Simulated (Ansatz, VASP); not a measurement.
## Al: VASP beside Ansatz

```
Al
1.0
    -1.68879    1.68879    1.68879
     1.68879   -1.68879    1.68879
     1.68879    1.68879   -1.68879
Al
1
Direct
  0.00000 0.00000 0.00000
```

Alike in both runs: task single point; functional revPBE; k mesh 15 × 15 × 15; occupations fermi-dirac, width 0.1 eV; no spin polarisation.

|  | VASP | Ansatz |
| --- | --- | --- |
| version | VASP 6.6.1 | Ansatz 0.2.0 |
| potentials or method | VASP PAW PBE potentials, release 64 (Al) | plane waves (420 eV) with PAW, scalar-relativistic |
| plane-wave cutoff (eV) | 520 | 420 |
| valence electrons in the cell | 3 | 3 |

VASP gave:

```
pressure (GPa) : -6.1
```

What did Ansatz give for the same quantities?

Pressure (GPa): -6.0.

Caveats: the PAW data sets were made with another functional, which shifts forces and pressure a little (VASP).
